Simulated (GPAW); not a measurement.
# CdTe (F-43m) in GPAW: settings compared

Aim: see how the results for CdTe move with the level of theory and the settings. Levels: vdW-DF, revPBE+D3, BP86+D4, GLLB-SC. Tasks: equation of state, single point.

Everything below comes from runs of GPAW 26.7.0. Logs are shortened: lines on timing, memory, paths and dates and some standing lists are left out, and cuts for length are marked. The log counts tension as positive stress, the text compression.

**What was measured.**

“Multiscale insight into the Cd1-xZnxTe vibrational-mechanical properties -- High-pressure experiments and ab initio calculations”, 2023, arxiv:2306.14539 quotes, for a powder of CdTe: bulk modulus 42 ± 2 GPa.

The runs below are set against these values where they give the same quantity.

## (1) The crystal as given

Symmetry: F-43m, No. 216, cubic system. Conventional cell: a = 6.410 Å, b = 6.410 Å, c = 6.410 Å, α = 90.00°, β = 90.00°, γ = 90.00°. Around Te (site symmetry -43m) lie 4 Cd at 2.78 Å. Cd (site symmetry -43m) has 4 Te at 2.78 Å as nearest neighbours.

## (2) Equation of state, vdW-DF

Contents of run.py:

```python
from ase.eos import EquationOfState
from ase.io import Trajectory, read
from ase.units import GPa
from gpaw import GPAW, PW

atoms = read('CdTe.cif')

traj = Trajectory('eos.traj', 'w')
volumes, energies = [], []
for x in [0.94, 0.96, 0.98, 1.0, 1.02, 1.04, 1.06]:
    a = atoms.copy()
    a.set_cell(atoms.cell * x**(1 / 3), scale_atoms=True)
    calc = GPAW(mode=PW(600),
                xc={'name': 'vdW-DF', 'backend': 'libvdwxc'},
                kpts={'size': (6, 6, 6), 'gamma': True},
                occupations={'name': 'fermi-dirac', 'width': 0.05},
                nbands=18,
                convergence={'density': 1e-05, 'energy': 1e-05},
                maxiter=150,
                txt=f'eos-{x:.2f}.txt')
    a.calc = calc
    energies.append(a.get_potential_energy(force_consistent=True))
    volumes.append(a.get_volume())
    calc.write(f'eos-{x:.2f}.gpw')
    traj.write(a)
    print(f'{x:.2f} {volumes[-1]:10.4f} A^3 {energies[-1]:14.6f} eV', flush=True)

v0, e0, B = EquationOfState(volumes, energies, eos='birchmurnaghan').fit()
print(f'V0 = {v0:.4f} A^3, E0 = {e0:.6f} eV, B0 = {B / GPa:.2f} GPa')
```

Contents of CdTe.cif:

```cif
data_CdTe
_cell_length_a 4.53255447
_cell_length_b 4.53255447
_cell_length_c 4.53255447
_cell_angle_alpha 60.00000000
_cell_angle_beta 60.00000000
_cell_angle_gamma 60.00000000
_space_group_name_H-M_alt 'P1'
_space_group_name_Hall 'P 1'
_space_group_IT_number 1
loop_
_space_group_symop_operation_xyz
'x,y,z'
loop_
_atom_site_label
_atom_site_type_symbol
_atom_site_symmetry_multiplicity
_atom_site_Wyckoff_symbol
_atom_site_fract_x
_atom_site_fract_y
_atom_site_fract_z
_atom_site_occupancy
Te1 Te 1 a 0.7500000000 0.7500000000 0.7500000000 1
Cd1 Cd 1 a 0.0000000000 0.0000000000 0.0000000000 1
```

Potentials or basis: GPAW PAW data sets (gpaw-data 1.2.1), pw.

Command:

```sh
> OMP_NUM_THREADS=1 python run.py
```

The program printed:

```text
__  _  _
 | _ |_)|_||  |
 |__||  | ||/\| - 26.7.0

Input parameters:
  mode=PW(ecut=600.0),
  convergence={'density': 1e-05, 'energy': 1e-05},
  kpts=MonkhorstPack(size=(6, 6, 6), gamma=True),
  maxiter=150,
  nbands=18,
  occupations=Occupations(name='fermi-dirac', width=0.05),
  xc=XC(name='vdW-DF', backend='libvdwxc')

Diagonalizing LCAO Hamiltonian
Converting LCAO to pw mode

                          Te

       Cd

Atoms  # Å, Bohr magnetons
|   | symbol |        x |        y |        z |    initial magnetic moments |
|---|--------|----------|----------|----------|-----------------------------|
| 0 |     Te | 6.706944 | 3.872256 | 2.738099 | ( 0.0000,  0.0000,  0.0000) |
| 1 |     Cd | 0.000000 | 0.000000 | 0.000000 | ( 0.0000,  0.0000,  0.0000) |

Unit cell  # Å
| periodic |        x |        y |        z |  lengths |    angles |
|----------|----------|----------|----------|----------|-----------|
|      yes | 4.471296 | 0.000000 | 0.000000 | 4.471296 | 60.000000 |
|      yes | 2.235648 | 3.872256 | 0.000000 | 4.471296 | 60.000000 |
|      yes | 2.235648 | 1.290752 | 3.650798 | 4.471296 | 60.000000 |

Number of symmetries: 24
Symmetry operations  # r_c * U_cc + t_c -> r_c
|    | kind |            matrix            |
|----|------|------------------------------|
|  0 |  E   |  1, 0, 0,  0, 1, 0,  0, 0, 1 |
|  1 |  σ   |  1, 0, 0,  0, 0, 1,  0, 1, 0 |
|  2 |  σ   |  1, 0,-1,  0, 1,-1,  0, 0,-1 |
|  3 |  C3  |  1, 0,-1,  0, 0,-1,  0, 1,-1 |
|  4 |  C3  |  1,-1, 0,  0,-1, 1,  0,-1, 0 |
|  5 |  σ   |  1,-1, 0,  0,-1, 0,  0,-1, 1 |
|  6 |  σ   |  0, 1, 0,  1, 0, 0,  0, 0, 1 |
|  7 |  C3  |  0, 1, 0,  0, 0, 1,  1, 0, 0 |
|  8 |  C2  |  0, 1,-1,  1, 0,-1,  0, 0,-1 |
|  9 |  S4  |  0, 1,-1,  0, 0,-1,  1, 0,-1 |
| 10 |  C3  |  0, 0, 1,  1, 0, 0,  0, 1, 0 |
| 11 |  σ   |  0, 0, 1,  0, 1, 0,  1, 0, 0 |
| 12 |  S4  |  0, 0,-1,  1, 0,-1,  0, 1,-1 |
| 13 |  C3  |  0, 0,-1,  0, 1,-1,  1, 0,-1 |
| 14 |  S4  |  0,-1, 1,  1,-1, 0,  0,-1, 0 |
| 15 |  C2  |  0,-1, 1,  0,-1, 0,  1,-1, 0 |
| 16 |  C3  |  0,-1, 0,  1,-1, 0,  0,-1, 1 |
| 17 |  S4  |  0,-1, 0,  0,-1, 1,  1,-1, 0 |
| 18 |  S4  | -1, 1, 0, -1, 0, 1, -1, 0, 0 |
| 19 |  C3  | -1, 1, 0, -1, 0, 0, -1, 0, 1 |
| 20 |  C3  | -1, 0, 1, -1, 1, 0, -1, 0, 0 |
| 21 |  S4  | -1, 0, 1, -1, 0, 0, -1, 1, 0 |
| 22 |  σ   | -1, 0, 0, -1, 1, 0, -1, 0, 1 |
| 23 |  C2  | -1, 0, 0, -1, 0, 1, -1, 1, 0 |

BZ-sampling:
  Number of BZ points: 216
  Number of IBZ points: 16

  Monkhorst-Pack size: [6, 6, 6]
  Monkhorst-Pack shift: [0.08333333333333333, 0.08333333333333333, 0.08333333333333333]

K-points  # in reciprocal-cell coordinates
|     |                                coordinates |     weight |
|-----|--------------------------------------------|------------|
|   0 | (  0.00000000,   0.00000000,   0.00000000) | 0.00462963 |
|   1 | (  0.16666667,   0.16666667,   0.00000000) | 0.02777778 |
|   2 | (  0.16666667,   0.16666667,   0.16666667) | 0.03703704 |
|   3 | (  0.33333333,   0.16666667,   0.16666667) | 0.05555556 |
|   4 | (  0.33333333,   0.33333333,  -0.33333333) | 0.05555556 |
|   5 | (  0.33333333,   0.33333333,   0.00000000) | 0.02777778 |
|   6 | (  0.33333333,   0.33333333,   0.16666667) | 0.11111111 |
|   7 | (  0.33333333,   0.33333333,   0.33333333) | 0.03703704 |
|   8 | (  0.50000000,   0.33333333,  -0.33333333) | 0.11111111 |
|   9 | (  0.50000000,   0.33333333,  -0.16666667) | 0.05555556 |
| ... |                                            |            |
|  15 | (  0.50000000,   0.50000000,   0.50000000) | 0.01851852 |

Plane wave coefficients: 2126
Cutoff: 600.0 eV

Spin-components: 1 (collinear spins)
Bands:           18
Projectors:      11
Spin-degeneracy: 2
Datatype:        complex128

Parallelization:
  kpt:    1
  domain: 1
  band:   1

Density:
  Valence electrons: 18.0
  Components: 1
  Grid points: [27 27 27]
  Charge: 0.0  # |e|

Potential:
  Grid points: [27 27 27]

species:
  Te:
    name:    Tellurium
    Z:       52.0
    valence: 6
    core:    46
    charge:  0.0  # [|e|]
    compensation charges:
      type: gauss
      rc: 0.36  # [Å]
      lmax: 2
    cutoffs:
      filter: 2.09  # [Å]
      core: 3.17  # [Å]
    projectors
    | kind |    occ | energy [eV] | rcut [Å] |
    |------|--------|-------------|----------|
    |   5s |  2.000 |     -15.027 |    1.180 |
    |   5p |  4.000 |      -5.913 |    1.196 |
    |    s |        |      12.185 |    1.180 |
    |    p |        |      21.299 |    1.196 |
    |    d |        |       0.000 |    1.238 |

    Using partial waves for Te as LCAO basis

  Cd:
    name:    Cadmium
    Z:       48.0
    valence: 12
    core:    36
    charge:  0.0  # [|e|]
    compensation charges:
      type: gauss
      rc: 0.38  # [Å]
      lmax: 2
    cutoffs:
      filter: 2.12  # [Å]
      core: 2.62  # [Å]
    projectors
    | kind |    occ | energy [eV] | rcut [Å] |
    |------|--------|-------------|----------|
    |   5s |  2.000 |      -5.557 |    1.191 |
    |   5p |  0.000 |      -1.140 |    1.228 |
    |   4d | 10.000 |     -11.696 |    1.164 |
    |    s |        |      21.654 |    1.191 |
    |    p |        |      26.071 |    1.228 |
    |    d |        |      15.516 |    1.164 |

    Using partial waves for Cd as LCAO basis

Reference energy: -336976.611080  # eV

eigensolver:
  PPCG
  Converge bands: occupied
  niter=2

density mixing:
  MSR1-Mixer
  Pratt-step length: 0.05
  Maximum mixing coefficient: 0.75
  Old densities: 10
  SVD Regularization: 0.005
  Good broyden scale: 1.0
  Trust region scale: 1.0
  Backstep threshold: 4.0
  History deletion threshold: 6.0
  Fourier metric: weight=20.0, sigma=0.015

occupation numbers:
  Fermi-Dirac:
    width: 0.0500  # eV

poisson solver:
  ecut: 4800.0  # eV

xc functional:
  name: vdW-DF with libvdwxc
  Mode: serial
  Semilocal: GGA_X_PBE_R+LDA_C_PW with 2 nearest neighbor stencil
  Local blocksize: 54 x 54 x 54
  PAW datasets: revPBE

convergence criteria:
- Maximum integral of absolute [dens]ity change: 1e-05 electrons / valence electron
- Maximum [total energy] change in last 3 cyles: 1e-05 eV / valence electron
- Maximum integral of absolute [eigenst]ate change: 4e-08 eV^2 / valence electron
maximum number of iterations: 150

SCF iterations
|iter     | |      energy | eigst |  dens |
|---------|-|-------------|-------|-------|
|iter:   1| | -116.484363 | -0.37 |       |
|iter:   2| | -116.446743 | -2.19 | -1.25 |
|iter:   3| | -116.291779 | -1.71 | -1.29 |
|iter:   4| | -116.293884 | -3.28 | -1.84 |
|iter:   5| | -116.294126 | -3.83 | -2.29 |
|iter:   6| | -116.294194 | -5.24 | -2.92 |
|iter:   7| | -116.294201c| -6.43 | -3.56 |
|iter:   8| | -116.294201c| -7.73c| -4.34 |
|iter:   9| | -116.294201c| -7.96c| -5.05c|

Converged in 9 steps
Energy contributions relative to reference atoms: (reference = -336976.611080)

Energy contributions:
  Kinetic:          35.815884
  Coulomb:         -31.961691
  Zero:              0.088693
  External:          0.000000
  Xc:             -120.237086
  Entropy:          -0.000000
  Spinorbit:         0.000000
  ----------------------------
  Free energy:    -116.294201
  Extrapolated:   -116.294201

dipole moment: (-22.719324, -13.117008, -9.275125)  # |e|*Ang

Fermi level: 5.162
Eigenvalues  # (at kpt = [0.000, 0.000, 0.000])
| band index |      eig [eV] | occ [0-2] |
|------------|---------------|-----------|
|          0 |        -6.968 |     2.000 |
|          1 |        -4.058 |     2.000 |
|          2 |        -4.058 |     2.000 |
|          3 |        -4.058 |     2.000 |
|          4 |        -3.752 |     2.000 |
|          5 |        -3.752 |     2.000 |
[... 10 lines left out ...]
|         16 |        14.784 |     0.000 |
|         17 |        14.784 |     0.000 |

Gap: 1.093 eV
Transition (v -> c):
  (s=0, k=0, n=8, [0.00, 0.00, 0.00]) -> (s=0, k=0, n=9, [0.00, 0.00, 0.00])
No difference between direct/indirect transitions
# Writing to eos-0.96.gpw (mode='')
```

It took 82 s on 1 thread of Arm Neoverse V2, shared host; peak memory 0.4 GiB.

What came out:

- Equilibrium volume: 38.34 Å³/atom (rough: see the caveat)
- Bulk modulus: 31 GPa (rough)

Energy against volume, from the lowest point:
| volume (Å³/atom) | energy (meV/atom) |
| --- | --- |
| 30.947 | 171.03 |
| 31.605 | 129.13 |
| 32.263 | 93.32 |
| 32.922 | 63.01 |
| 33.580 | 37.67 |
| 34.239 | 16.83 |
| 34.897 | 0.00 |

Caveat: the minimum lies outside the volumes run; the PAW data sets were made with another functional, which shifts forces and pressure a little.

## (3) Equation of state, revPBE+D3

Contents of run.py:

```python
from ase.calculators.mixing import SumCalculator
from ase.eos import EquationOfState
from ase.io import Trajectory, read
from ase.units import GPa
from dftd3.ase import DFTD3
from gpaw import GPAW, PW

atoms = read('CdTe.xyz')

traj = Trajectory('eos.traj', 'w')
volumes, energies = [], []
for x in [0.94, 0.96, 0.98, 1.0, 1.02, 1.04, 1.06]:
    a = atoms.copy()
    a.set_cell(atoms.cell * x**(1 / 3), scale_atoms=True)
    calc = GPAW(mode=PW(600),
                xc='revPBE',
                kpts={'size': (6, 6, 6), 'gamma': True},
                occupations={'name': 'fermi-dirac', 'width': 0.05},
                nbands=18,
                convergence={'density': 1e-05, 'energy': 1e-05},
                maxiter=150,
                txt=f'eos-{x:.2f}.txt')
    a.calc = SumCalculator([calc, DFTD3(method='revpbe', damping='d3zero')])
    energies.append(a.get_potential_energy())
    volumes.append(a.get_volume())
    p = -a.get_stress()[:3].mean() / GPa
    calc.write(f'eos-{x:.2f}.gpw')
    traj.write(a)
    print(f'{x:.2f} {volumes[-1]:10.4f} A^3 {energies[-1]:14.6f} eV {p:9.3f} GPa', flush=True)

v0, e0, B = EquationOfState(volumes, energies, eos='birchmurnaghan').fit()
print(f'V0 = {v0:.4f} A^3, E0 = {e0:.6f} eV, B0 = {B / GPa:.2f} GPa')
```

Contents of CdTe.xyz:

```xyz
2
Lattice="0.0000000000 3.2050000000 3.2050000000 3.2050000000 0.0000000000 3.2050000000 3.2050000000 3.2050000000 0.0000000000" Properties=species:S:1:pos:R:3 pbc="T T T"
Te     4.8075000000      4.8075000000      4.8075000000
Cd     0.0000000000      0.0000000000      0.0000000000
```

Potentials or basis: the program's PAW data sets (release 1.2.1) made for this functional, pw.

Command:

```sh
> OMP_NUM_THREADS=1 python run.py
```

Wall time 75 s (1 thread of Arm Neoverse V2, shared host); peak memory 0.3 GiB.

Results (log left out):

| Property | Result |
| --- | --- |
| Equilibrium volume | 34.19 Å³/atom |
| Bulk modulus | 39 GPa |
| Pressure derivative of the bulk modulus | 5.2 |

Energy against volume, from the lowest point:
```csv
volume (Å³/atom),energy (meV/atom)
30.947,46.16
31.605,28.07
32.263,14.93
32.922,6.20
33.580,1.37
34.239,0.00
34.897,1.69
```

The run has no spin-orbit coupling, so splittings on Te are missing.

## (4) Equation of state, BP86+D4

Edit run.py of step 3 so:

```diff
@@ -4,4 +4,6 @@
 from ase.units import GPa
-from dftd3.ase import DFTD3
-from gpaw import GPAW, PW
+from dftd4.ase import DFTD4
+from gpaw import GPAW, PW, setup_paths
+
+setup_paths.insert(0, '.')
 
@@ -15,3 +17,3 @@
     calc = GPAW(mode=PW(600),
-                xc='revPBE',
+                xc='GGA_X_B88+GGA_C_P86',
                 kpts={'size': (6, 6, 6), 'gamma': True},
@@ -22,3 +24,3 @@
                 txt=f'eos-{x:.2f}.txt')
-    a.calc = SumCalculator([calc, DFTD3(method='revpbe', damping='d3zero')])
+    a.calc = SumCalculator([calc, DFTD4(method='bp')])
     energies.append(a.get_potential_energy())
```

CdTe.xyz is that of step 3.

Potentials or basis: PAW data sets generated in the run's folder for this functional, pw.

Command:

```sh
> gpaw-setup -f GGA_X_B88+GGA_C_P86 Cd Te
> OMP_NUM_THREADS=1 python run.py
```

The program printed:

```text
__  _  _
 | _ |_)|_||  |
 |__||  | ||/\| - 26.7.0

Input parameters:
  mode=PW(ecut=600.0),
  convergence={'density': 1e-05, 'energy': 1e-05},
  kpts=MonkhorstPack(size=(6, 6, 6), gamma=True),
  maxiter=150,
  nbands=18,
  occupations=Occupations(name='fermi-dirac', width=0.05),
  xc=XC(name='GGA_X_B88+GGA_C_P86')

Diagonalizing LCAO Hamiltonian
Converting LCAO to pw mode

                     Te

       Cd

Atoms  # Å, Bohr magnetons
|   | symbol |        x |        y |        z |    initial magnetic moments |
|---|--------|----------|----------|----------|-----------------------------|
| 0 |     Te | 4.742526 | 4.742526 | 4.742526 | ( 0.0000,  0.0000,  0.0000) |
| 1 |     Cd | 0.000000 | 0.000000 | 0.000000 | ( 0.0000,  0.0000,  0.0000) |

Unit cell  # Å
| periodic |        x |        y |        z |  lengths |    angles |
|----------|----------|----------|----------|----------|-----------|
|      yes | 0.000000 | 3.161684 | 3.161684 | 4.471296 | 60.000000 |
|      yes | 3.161684 | 0.000000 | 3.161684 | 4.471296 | 60.000000 |
|      yes | 3.161684 | 3.161684 | 0.000000 | 4.471296 | 60.000000 |

[... 170 lines left out ...]
|iter:   8| |   -4.690014c| -8.07c| -4.21 |
|iter:   9| |   -4.690014c| -8.77c| -5.47c|

Converged in 9 steps
Energy contributions relative to reference atoms: (reference = -337024.939651)

Energy contributions:
  Kinetic:          27.126360
  Coulomb:         -24.266033
  Zero:              0.240535
  External:          0.000000
  Xc:               -7.790875
  Entropy:          -0.000002
  Spinorbit:         0.000000
  ----------------------------
  Free energy:      -4.690015
  Extrapolated:     -4.690014

dipole moment: (-16.212899, -16.212899, -16.212899)  # |e|*Ang

Fermi level: 4.933
Eigenvalues  # (at kpt = [0.000, 0.000, 0.000])
| band index |      eig [eV] | occ [0-2] |
|------------|---------------|-----------|
|          0 |        -7.202 |     2.000 |
|          1 |        -4.102 |     2.000 |
|          2 |        -4.102 |     2.000 |
|          3 |        -4.102 |     2.000 |
|          4 |        -3.781 |     2.000 |
|          5 |        -3.781 |     2.000 |
[... 10 lines left out ...]
|         16 |        14.555 |     0.000 |
|         17 |        14.555 |     0.000 |

Gap: 0.924 eV
Transition (v -> c):
  (s=0, k=0, n=8, [0.00, 0.00, 0.00]) -> (s=0, k=0, n=9, [0.00, 0.00, 0.00])
No difference between direct/indirect transitions

Stress tensor  # eV/Ang^3
|         x |         y |         z |
|-----------|-----------|-----------|
| -0.039342 |  0.000000 |  0.000000 |
|  0.000000 | -0.039342 |  0.000000 |
|  0.000000 |  0.000000 | -0.039342 |

# Writing to eos-0.96.gpw (mode='')
```

stdout:

```text
0.94    61.8931 A^3      -6.018612 eV     3.820 GPa
0.96    63.2099 A^3      -6.044826 eV     2.559 GPa
0.98    64.5268 A^3      -6.061259 eV     1.435 GPa
1.00    65.8437 A^3      -6.068948 eV     0.433 GPa
1.02    67.1606 A^3      -6.068821 eV    -0.461 GPa
1.04    68.4774 A^3      -6.061811 eV    -1.258 GPa
1.06    69.7943 A^3      -6.048596 eV    -1.967 GPa
V0 = 66.4780 A^3, E0 = -6.069805 eV, B0 = 45.15 GPa
```

Run time: 78 s. Hardware: 1 thread of Arm Neoverse V2, shared host; peak memory 0.28 GiB.

What came out:

```
Equilibrium volume                      : 33.24 Å³/atom
Bulk modulus                            : 45 GPa
Pressure derivative of the bulk modulus : 4.8
```

Energy against volume, from the lowest point:
| volume (Å³/atom) | energy (meV/atom) |
| --- | --- |
| 30.947 | 25.17 |
| 31.605 | 12.06 |
| 32.263 | 3.85 |
| 32.922 | 0.00 |
| 33.580 | 0.06 |
| 34.239 | 3.57 |
| 34.897 | 10.17 |

The run has no spin-orbit coupling, so splittings on Te are missing.

(Part 1 of 2 ends here.)
